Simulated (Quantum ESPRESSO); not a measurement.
# WC in Quantum ESPRESSO: the effect of functional

Crystal: WC.

```
W C
1.0
     0.00000    2.19268    2.19268
     2.19268    0.00000    2.19268
     2.19268    2.19268    0.00000
W C
1 1
Direct
  0.00000 0.00000 0.00000
  0.50000 0.50000 0.50000
```

Measurements of this composition are mostly on another form, of space group No. 187.

Alike in all runs:

```yaml
Program: Quantum ESPRESSO 7.5
Task: phonons
Cutoff: 762 eV
Density_cutoff: 6095 eV
k_mesh: 10 × 10 × 10
Occupations: cold, width 0.2 eV
Spin: no spin polarisation
```

Each run relaxes the cell or the atoms first.

Question: One run gave: relaxed volume 10.12 Å³/atom; highest phonon frequency 464 cm⁻¹. Which functional did it use?
A. PW91
B. vdW-DF-cx
C. RPBE
D. LDA
E. revPBE

Answer: D.

```csv
functional,potentials or basis,relaxed volume (Å³/atom),highest phonon frequency (cm⁻¹)
LDA,GBRV 1.5 LDA,10.12,464
PBEsol,GBRV 1.5 PBEsol,10.27,455
PW91,GBRV 1.5 PBE,10.54,423
revPBE,GBRV 1.5 PBE,10.58,420
RPBE,GBRV 1.5 PBE,10.61,416
vdW-DF-cx,GBRV 1.5 PBE,10.34,453
```

Caveats: the potentials were made for another functional, which shifts forces and pressure (some runs).

Runs at the PBE level aren't shown here.
